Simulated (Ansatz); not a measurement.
# TiO2: an energy map of one atom

The task, for TiO2: map the energy of atom 1 (Ti) over a plane.

Computed with Ansatz 0.2.0 (DFT PBE+U, scalar-relativistic, plane waves, PAW, unless a step's input says otherwise).

2 further runs of the same task are left out: 2 set aside as unsound or not needed. Runs told in other sessions of the task aren't counted.

**1. Starting point**

The structure is tetragonal, space group P4_2/mnm (No. 136). Conventional cell: a = 4.640 Å, b = 4.640 Å, c = 3.006 Å, α = 90.00°, β = 90.00°, γ = 90.00°. Ti (site symmetry mmm) has 6 O at 1.97 to 2.01 Å in its first shell of neighbours. O (site symmetry m2m) is surrounded by 3 Ti at 1.97 to 2.01 Å.

Structure file:

```cif
data_structure
_symmetry_space_group_name_H-M 'P4_2/mnm'
_symmetry_Int_Tables_number 136
_cell_length_a 4.6404
_cell_length_b 4.6404
_cell_length_c 3.0064
_cell_angle_alpha 90.000
_cell_angle_beta 90.000
_cell_angle_gamma 90.000
_cell_volume 64.74
loop_
_atom_site_label
_atom_site_type_symbol
_atom_site_symmetry_multiplicity
_atom_site_Wyckoff_symbol
_atom_site_fract_x
_atom_site_fract_y
_atom_site_fract_z
_atom_site_occupancy
Ti1 Ti 2 a 0.00000 0.00000 0.00000 1
O1 O 4 f 0.30565 0.30565 0.00000 1
```

This cell was relaxed beforehand with the same method: volume 10.79 Å³/atom, gap on the mesh 2.26 eV.

**2. The reference cell**

Reference values: F = -7270.7532 eV; pressure -0.01 GPa; largest force 0.000 eV/Å; gap on the mesh 2.26 eV. It was computed beforehand with the settings of the runs below.

**3. Next: an energy map of one atom**

Atom 1 (Ti) is moved by p along (1.000, 0.000, 0.000) and q along (0.000, 0.000, 1.000) (Å), all else fixed; its images in the other cells move with it. Points alike by symmetry are run once.

**4. Point p = -0.600, q = -0.600**

Contents of input.yaml:

```yaml
crystal:
  lattice:
    - [4.640382416, 0.0, 0.0]
    - [0.0, 4.640382416, 0.0]
    - [0.0, 0.0, 3.0063836354]
  atoms:
    - { symbol: Ti, position: [-0.1292996883, 0.0, -0.199575328] }
    - { symbol: Ti, position: [0.5, 0.5, 0.5] }
    - { symbol: O, position: [0.3056475974, 0.3056475974, 0.0] }
    - { symbol: O, position: [0.1943524026, 0.8056475974, 0.5] }
    - { symbol: O, position: [0.6943524026, 0.6943524026, 0.0] }
    - { symbol: O, position: [0.8056475974, 0.1943524026, 0.5] }
basis:
  ecutwfc: 420
kpoints:
  mp_grid: { grid: [6, 6, 10] }
hamiltonian:
  xc: pbe
  hubbard: { sites: [{ species: Ti, l: d, u_eff: 4.0 }] }
scf:
  occupations: { method: gaussian, width: 0.05 }
output:
  forces: true
  stress: true
  eigenvalues: true
```

The run is started by

```bash
ansatz run input.yaml --threads 2 --pin off --max-ram 5120MiB --backend cpu --events-out ev --progress --plain --runs-dir out
```

**5. At p = -0.600, q = 0.000**

Edit input.yaml of step 4 so:

```diff
@@ -6,3 +6,3 @@
   atoms:
-    - { symbol: Ti, position: [-0.1292996883, 0.0, -0.199575328] }
+    - { symbol: Ti, position: [-0.1292996883, 0.0, 0.0] }
     - { symbol: Ti, position: [0.5, 0.5, 0.5] }
@@ -25 +25,5 @@
   eigenvalues: true
+  write_density: true
+  write_potential: true
+  elf: true
+  volumetric_format: npy
```

**6. p = 0.000, q = -0.600**

Edit input.yaml of step 5 so:

```diff
@@ -6,3 +6,3 @@
   atoms:
-    - { symbol: Ti, position: [-0.1292996883, 0.0, 0.0] }
+    - { symbol: Ti, position: [0.0, 0.0, -0.199575328] }
     - { symbol: Ti, position: [0.5, 0.5, 0.5] }
@@ -25,5 +25 @@
   eigenvalues: true
-  write_density: true
-  write_potential: true
-  elf: true
-  volumetric_format: npy
```

**7. Point p = -0.600, q = -0.300**

Edit input.yaml of step 6 so:

```diff
@@ -6,3 +6,3 @@
   atoms:
-    - { symbol: Ti, position: [0.0, 0.0, -0.199575328] }
+    - { symbol: Ti, position: [-0.1292996883, 0.0, -0.099787664] }
     - { symbol: Ti, position: [0.5, 0.5, 0.5] }
```

**8. At p = -0.300, q = -0.600**

Edit input.yaml of step 7 so:

```diff
@@ -6,3 +6,3 @@
   atoms:
-    - { symbol: Ti, position: [-0.1292996883, 0.0, -0.099787664] }
+    - { symbol: Ti, position: [-0.0646498442, 0.0, -0.199575328] }
     - { symbol: Ti, position: [0.5, 0.5, 0.5] }
@@ -25 +25,5 @@
   eigenvalues: true
+  write_density: true
+  write_potential: true
+  elf: true
+  volumetric_format: npy
```

**9. At p = -0.300, q = 0.000**

Edit input.yaml of step 8 so:

```diff
@@ -6,3 +6,3 @@
   atoms:
-    - { symbol: Ti, position: [-0.0646498442, 0.0, -0.199575328] }
+    - { symbol: Ti, position: [-0.0646498442, 0.0, 0.0] }
     - { symbol: Ti, position: [0.5, 0.5, 0.5] }
@@ -25,5 +25 @@
   eigenvalues: true
-  write_density: true
-  write_potential: true
-  elf: true
-  volumetric_format: npy
```

**10. At p = 0.000, q = -0.300**

Edit input.yaml of step 9 so:

```diff
@@ -6,3 +6,3 @@
   atoms:
-    - { symbol: Ti, position: [-0.0646498442, 0.0, 0.0] }
+    - { symbol: Ti, position: [0.0, 0.0, -0.099787664] }
     - { symbol: Ti, position: [0.5, 0.5, 0.5] }
```

**11. Point p = -0.300, q = -0.300**

Edit input.yaml of step 10 so:

```diff
@@ -6,3 +6,3 @@
   atoms:
-    - { symbol: Ti, position: [0.0, 0.0, -0.099787664] }
+    - { symbol: Ti, position: [-0.0646498442, 0.0, -0.099787664] }
     - { symbol: Ti, position: [0.5, 0.5, 0.5] }
```

(Steps that only read results are left out.)

Q: Predict the outcome of this session. Wanted: highest point; lowest point away from the origin.

The runs gave:

| quantity | value |
| --- | --- |
| highest point | 9.089 eV/cell at (p, q) = (-0.600, -0.600) |
| lowest point away from the origin | 0.303 eV/cell at (0.000, -0.300) |

In words: The undisturbed cell is the lowest computed point. Read as harmonic, the points at ±0.300 Å give force constants of 16.31 eV/Å² along p and 6.73 eV/Å² along q: the atom moves more easily along q. The gap on the mesh runs from 1.57 to 3.07 eV over the map. Where forces pass 15 eV/Å atoms stand far too close, the PAW spheres overlap strongly and those numbers are rough.
